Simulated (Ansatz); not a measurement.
Set up this calculation in Ansatz 0.2.0, as the native input.

```
Task                : band structure
Functional          : PBEsol
Potentials or basis : all-electron LAPW, scalar-relativistic
Cutoff              : 255 eV (chosen from the basis error)
Basis error allowed : 0.001 eV/atom
k mesh              : 11 × 11 × 6
Occupations         : fermi-dirac, width 0.05 eV
Spin                : collinear spin, ferromagnetic start
Starting moments    : [3.0, 3.0] μB
```

Cr:

```
Cr
1.0
     2.71400    0.00000    0.00000
    -1.35700    2.35039    0.00000
     0.00000    0.00000    4.41000
Cr
2
Direct
  0.66667 0.33333 0.75000
  0.33333 0.66667 0.25000
```

This isn't the form of Cr at room conditions, which is bcc.

One way to write it, as run:

input.yaml

```yaml
crystal:
  lattice:
    - [2.714, 0.0, 0.0]
    - [-1.357, 2.3503929459, 0.0]
    - [0.0, 0.0, 4.41]
  atoms:
    - { symbol: Cr, position: [0.6666666667, 0.3333333333, 0.75], spin: 3.0 }
    - { symbol: Cr, position: [0.3333333333, 0.6666666667, 0.25], spin: 3.0 }
kpoints:
  mp_grid: { grid: [11, 11, 6] }
  band_path:
    path:
      - [0.0, 0.0, 0.0]
      - [0.5, 0.0, 0.0]
      - [0.3333333333, 0.3333333333, 0.0]
      - [0.0, 0.0, 0.0]
      - [0.0, 0.0, 0.5]
      - [0.5, 0.0, 0.5]
      - [0.3333333333, 0.3333333333, 0.5]
      - [0.0, 0.0, 0.5]
    npoints: 8
scf:
  occupations: { method: fermi_dirac, width: 0.05 }
hamiltonian:
  xc: pbesol
  pseudopotentials: { kind: all_electron, lapw: { basis_error: 0.001 } }
magnetization:
  spin_polarized: true
output:
  forces: true
  stress: true
  eigenvalues: true
```

Potentials or basis: all-electron LAPW, scalar-relativistic.

Launch:

```bash
$ ansatz run input.yaml --threads 2 --pin off --max-ram 6144MiB --backend cpu --events-out ev --progress --plain --runs-dir out
```

Results of the run:

```yaml
Pressure: -32.1 GPa
Band_gap_along_the_path: none (metal or under the smearing width)
Net_moment: 1.65 μB per cell
Absolute_moment: 1.65 μB per cell
Site_moments: Cr +0.79 μB
```

Caveat: a pressure of tens of GPa on the cell as given is suspect, and the run, the potentials or the cell itself is likely at fault.

Run time: 26 s on 2 threads of AMD EPYC 7R43 64-Core Processor (Zen 3), on a shared host, peak memory 0.61 GiB.
